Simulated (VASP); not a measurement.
# Ca in VASP: work function with PBE

Aim: the work function of Ca with PBE.

Program: VASP 6.6.1. These are calculated values, not measurements. Logs are shortened: lines on timing, memory, paths and dates and some standing lists are left out, and cuts for length are marked.

### Step 1. The cell of the first run

The cell holds a slab with vacuum, 4 atoms: a = 3.814 Å, b = 3.814 Å, c = 24.337 Å, α = 90.00°, β = 90.00°, γ = 70.64°.

The slab is cut from a database's or a generator's crystal, which needn't be the stable form of the element.

### Step 2. Work function, PBE (the (1 0 1) slab of Ca, cut from the database cell, not relaxed)

The input, INCAR:

```
PREC = Accurate ; ENCUT = 520
EDIFF = 1E-6 ; ISMEAR = 0
SIGMA = 0.05 ; LREAL = F
LASPH = T ; NELM = 80
ALGO = Fast ; ISIF = 2
LWAVE = F ; LCHARG = T
LDIPOL = T ; IDIPOL = 3
DIPOL = 0.5 0.5 0.500 ; GGA = PE
LELF = T ; LVHAR = T
LVACPOTAV = T
```

The input, KPOINTS:

```
regular mesh
0
Gamma
  7 7 1
```

The input, POSCAR:

```
Ca
1.0
    3.8142859872      0.0000000000      0.0000000000
    1.2644359324      3.5986079760      0.0000000000
    0.0000000000      0.0000000000     24.3365493090
Ca
4
Direct
    0.2530979531      0.2530979531      0.3081784482
    0.7551632552      0.7551632552      0.4360594827
    0.2572285573      0.2572285573      0.5639405173
    0.7592938594      0.7592938594      0.6918215518
```

Potentials or basis: VASP PAW PBE potentials, release 64 (Ca_sv).

Launch:

```bash
$ cat potpaw_PBE.64/Ca_sv/POTCAR > POTCAR
$ mpirun -np 1 vasp_std > vasp.out
```

OUTCAR:

```text
PREC = Accurate
   ENCUT = 520
   EDIFF = 1E-6
   ISMEAR = 0
   LREAL = F
   LASPH = T
   NELM = 80
   ISIF = 2
   GGA = PE

 ion  position               nearest neighbor table
   1  0.253  0.253  0.308-
   2  0.755  0.755  0.436-
   3  0.257  0.257  0.564-
   4  0.759  0.759  0.692-

  LATTYP: Found a base centered orthorhombic cell.
 ALAT       =     4.4104098071
 B/A-ratio  =     1.4113018015
 C/A-ratio  =     5.5179791387

  Lattice vectors:

 A1 = (  -1.2644359324,  -3.5986079760,   0.0000000000)
 A2 = (   3.8142859872,   0.0000000000,   0.0000000000)
 A3 = (   0.0000000000,   0.0000000000,  24.3365493090)

Analysis of symmetry for initial positions (statically):
=====================================================================
 Subroutine PRICEL returns:
 Original cell was already a primitive cell.

 Routine SETGRP: Setting up the symmetry group for a
 base centered orthorhombic supercell.

 Subroutine GETGRP returns: Found  4 space group operations
 (whereof  2 operations were pure point group operations)
 out of a pool of  8 trial point group operations.

The static configuration has the point symmetry C_1h.
 The point group associated with its full space group is C_2h.

Analysis of symmetry for dynamics (positions and initial velocities):
=====================================================================
 Subroutine PRICEL returns:
 Original cell was already a primitive cell.

 Routine SETGRP: Setting up the symmetry group for a
 base centered orthorhombic supercell.

 Subroutine GETGRP returns: Found  4 space group operations
 (whereof  2 operations were pure point group operations)
 out of a pool of  8 trial point group operations.

The dynamic configuration has the point symmetry C_1h.
 The point group associated with its full space group is C_2h.

 Subroutine INISYM returns: Found  4 space group operations
 (whereof  2 operations are pure point group operations),
 and found     1 'primitive' translations

----------------------------------------------------------------------------------------

                                     Primitive cell

  volume of cell :     334.0464

  direct lattice vectors                    reciprocal lattice vectors
     3.814285987  0.000000000  0.000000000     0.262172266 -0.092118963  0.000000000
     1.264435932  3.598607976  0.000000000     0.000000000  0.277885229  0.000000000
     0.000000000  0.000000000 24.336549309     0.000000000  0.000000000  0.041090460

[... 82 lines left out ...]
   IBRION =     -1    ionic relax: 0-MD 1-quasi-New 2-CG
   NFREE  =      0    steps in history (QN), initial steepest desc. (CG)
   ISIF   =      2    stress and relaxation
   ISYM   =      2    0-nonsym 1-usesym 2-fastsym
   POTIM  = 0.5000    time-step for ionic-motion
   TEBEG  =    0.0;   TEEND  =   0.0 temperature during run
   PSTRESS=    0.0 pullay stress
   NELECT =      40.0000    total number of electrons
   NUPDOWN=      -1.0000    fix difference up-down
   EMIN   =  10.00;   EMAX   =-10.00  energy-range for DOS
   EFERMI =   0.00;   METHOD = LEGACY
   ISMEAR =     0;   SIGMA  =   0.05  broadening in eV -4-tet -1-fermi 0-gaus
   EFERMI_NEDOS =   21; number of points for ismear=-14 and -15
   IALGO  =     68    algorithm
   IMIX   =      4    mixing-type and parameters
     AMIX     =   0.40;   BMIX     =  1.00
     AMIX_MAG =   1.60;   BMIX_MAG =  1.00
  volume/ion in A,a.u.               =      83.51       563.56
  Fermi-wavevector in a.u.,A,eV,Ry     =   0.806911  1.524842  8.858837  0.651106
  Thomas-Fermi vector in A             =   1.915432
   LORBIT       =      0    0 simple, 1 ext, 2 COOP (PROOUT), +10 PAW based schemes
   GGA     = PE    functional components
   LHFCALC =     F    Hartree Fock is set to
   AEXX    =    0.0000 exact exchange contribution
   IVDW    =     0    specifies the selected vdW correction
   LEPSILON=     F    determine dielectric tensor
   LRPA    =     F    only Hartree local field effects (RPA)
 non-spin polarized calculation
 RMM-DIIS sequential band-by-band and
 Gauss-broadening in eV      SIGMA  =   0.05
  energy-cutoff  :      520.00
  volume of cell :      334.05
 maximum number of plane-waves:      9042
   NGX = 15   NGY = 15   NGZ = 91

 number of electron      39.9999997 magnetization

 dipolmoment           0.000000      0.000000     -0.000002 electrons x Angstroem

 Free energy of the ion-electron system (eV)
  ---------------------------------------------------
  ext. energy  EPLUGINS =         0.00000000
  ---------------------------------------------------
  free energy    TOTEN  =        -6.85068120 eV

  energy without entropy =       -6.83510536  energy(sigma->0) =       -6.84289328

 E-fermi :  -0.2490     XC(G=0):  -4.6298

 val. band max:       -0.2497093694   @ k =  -0.4286   0.4286   0.0000
 cond. band min:      -0.2477017201   @ k =   0.4286   0.2857   0.0000
 fundamental gap:      0.0020076494
 Fermi energy:        -0.2489977306

 k-point     1 :       0.0000    0.0000    0.0000
  band No.  band energies     occupation
      1     -42.8006      2.00000
      2     -42.8006      2.00000
      3     -42.3621      2.00000
      4     -42.3551      2.00000
      5     -23.8384      2.00000
      6     -23.8382      2.00000
[... 421 lines left out ...]
     23      -0.1664      0.01947
     24       0.8880      0.00000

------------------------ aborting loop because EDIFF is reached ----------------------------------------

  FORCE on cell =-STRESS in cart. coord.  units (eV):
  Direction    XX          YY          ZZ          XY          YZ          ZX
  --------------------------------------------------------------------------------------
  -------------------------------------------------------------------------------------
  Total       -0.1091511     -0.3104281     -1.0678516      0.2864190     -0.0009686     -0.0013670
  in kB       -0.5235185     -1.4888977     -5.1217066      1.3737435     -0.0046458     -0.0065567
  external PRESSURE =      -2.3780409 kB  Pullay stress =       0.0000000 kB

 VOLUME and BASIS-vectors are now :
 -----------------------------------------------------------------------------
  energy-cutoff  :      520.00
  volume of cell :      334.05
      direct lattice vectors                 reciprocal lattice vectors
     3.814285987  0.000000000  0.000000000     0.262172266 -0.092118963  0.000000000
     1.264435932  3.598607976  0.000000000     0.000000000  0.277885229  0.000000000
     0.000000000  0.000000000 24.336549309     0.000000000  0.000000000  0.041090460

 POSITION                                       TOTAL-FORCE (eV/Angst)
 -----------------------------------------------------------------------------------
      1.28541      0.91080      7.50000        -0.000146     -0.000104      0.142633
      3.83526      2.71754     10.61218         0.000016      0.000011     -0.109670
      1.30639      0.92566     13.72437        -0.000016     -0.000011      0.109670
      3.85624      2.73240     16.83655         0.000146      0.000104     -0.142633
 -----------------------------------------------------------------------------------
    total drift:                               -0.000011     -0.000007     -0.000081

  FREE ENERGIE OF THE ION-ELECTRON SYSTEM (eV)
  ---------------------------------------------------
  free  energy   TOTEN  =        -6.8506812036 eV

  energy  without entropy=       -6.8351053559  energy(sigma->0) =       -6.84289328

 vacuum level on the upper side and lower side of the slab         2.592         2.592
```

Wall time 7.3 min (1 thread of Intel Xeon Platinum 8259CL at 2.50GHz (Skylake/Cascade Lake), shared host); peak memory 0.43 GiB.

What came out:

- Free energy: -6.8507 eV
- Largest force: 0.143 eV/Å
- Band gap on the k mesh: none (metal or under the smearing width)
- Work function of the upper face: 2.84 eV
- Work function of the lower face: 2.84 eV

Forces in eV/Å, atoms in the order of the input:
```
Ca   0.000  0.000  0.143
Ca   0.000  0.000 -0.110
Ca   0.000  0.000  0.110
Ca   0.000  0.000 -0.143
```

Levels at points of the mesh, in eV from the Fermi level:
| k point | band 18 | band 19 | band 20 | band 21 | band 22 | band 23 |
| --- | --- | --- | --- | --- | --- | --- |
| (0.00, 0.00, 0.00) | -3.38 | -2.56 | -1.56 | -0.06 | 0.35 | 1.24 |
